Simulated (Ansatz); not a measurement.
The system is FeO.

```
CELL_PARAMETERS angstrom
1.51768 0.87623 2.51579
-1.51768 0.87623 2.51579
0.00000 -1.75247 2.51579
ATOMIC_POSITIONS crystal
Fe 0.00000 0.00000 0.00000
O 0.50000 0.50000 0.50000
```

Base run:

- Program: Ansatz 0.2.0
- Functional: LDA
- Potentials or basis: Ansatz PAW
- Cutoff: 420 eV
- Density cutoff: 1680 eV
- k mesh: 11 × 11 × 11
- Occupations: fermi-dirac, width 0.05 eV
- Spin: collinear spin, ferromagnetic start
- Starting moments: [3.0, 0.0] μB
- Hubbard terms: Fe d U = 2 eV

Its results: band gap on the k mesh none (metal or under the smearing width); pressure -10.9 GPa; net moment 4.00 μB per cell; site moments Fe +3.45; O +0.29 μB.

Question: After a change of settings the same cell gave: band gap on the k mesh 1.40 eV, indirect (least direct gap 3.03 eV); pressure 2.0 GPa; net moment 4.00 μB per cell; site moments Fe +3.52; O +0.15 μB. Which change was it?
A. hubbard terms from Fe d U = 2 eV to Fe d U = 1 eV
B. functional from LDA to PBE; hubbard terms from Fe d U = 2 eV to none; hubbard projectors from ortho-atomic (the default) to none
C. hubbard terms from Fe d U = 2 eV to none; hubbard projectors from ortho-atomic (the default) to none
D. hubbard terms from Fe d U = 2 eV to Fe d U = 8 eV

Answer: D.

Caveats: the magnetic or orbital state may not be the lowest; a cell with one magnetic atom can't hold antiferromagnetic order, which such compounds often take; the PAW data sets come from PBE, with cores solved anew for the run's functional, which leaves a small shift of forces and pressure; the density of states is complete only up to the lowest level of the last band computed; odd divisions of the mesh miss points on the zone boundary, where band edges often lie, so the gap on the mesh can be too wide (some runs).

Not every run made on this cell is shown here.
